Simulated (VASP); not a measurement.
Set up this calculation in VASP 6.6.1, as the native input.

- Task: single point
- Functional: PBEsol
- Potentials or basis: VASP PAW PBE potentials, release 64 (Ni)
- Cutoff: 520 eV
- k mesh: 21 × 21 × 10
- Occupations: gaussian, width 0.1 eV
- Spin: collinear spin, ferromagnetic start
- Starting moments: [1.0, 1.0] μB
- Further INCAR settings: ALGO = Normal; EDIFF = 1e-06

The structure of Ni lies in POSCAR:

```
Ni
1.0
    2.4887455600      0.0000000000      0.0000000000
   -1.2443727800      2.1553168800      0.0000000000
    0.0000000000      0.0000000000      4.0641215000
Ni
2
Direct
    0.3333333300      0.6666666700      0.2500000000
    0.6666666700      0.3333333300      0.7500000000
```

This isn't the form of Ni at room conditions, which is fcc.

These files were run (other wordings do the same):

INCAR

```
SYSTEM = Ni
PREC = Accurate ; ENCUT = 520
EDIFF = 1E-6 ; ISMEAR = 0
SIGMA = 0.1 ; LREAL = .FALSE.
LASPH = .TRUE. ; NELM = 100
ALGO = Normal ; ISIF = 2
LWAVE = .FALSE. ; LCHARG = .FALSE.
ISPIN = 2 ; MAGMOM = 1 1
LORBIT = 11 ; LMAXMIX = 4
GGA = PS
```

KPOINTS

```
regular mesh
0
G
  21 21 10
  0 0 0
```

Potentials or basis: VASP PAW PBE potentials, release 64 (Ni).

Command:

```sh
$ cat potpaw_PBE.64/Ni/POTCAR > POTCAR
$ mpirun -np 1 vasp_std > vasp.out
```

It gave:

| Property | Result |
| --- | --- |
| Pressure | -9.3 GPa |
| Band gap on the k mesh | none (metal or under the smearing width) |
| Net moment | 1.28 μB per cell |
| Site moments | Ni +0.65 μB |
| Valence electrons inside the program's atomic spheres | Ni 9.31 |

Caveat: the PAW data sets were made with another functional, which shifts forces and pressure a little.

Run time: 94 s on 1 thread of Intel(R) Xeon(R) Platinum 8488C (Sapphire Rapids), on a shared host, peak memory 0.25 GiB.
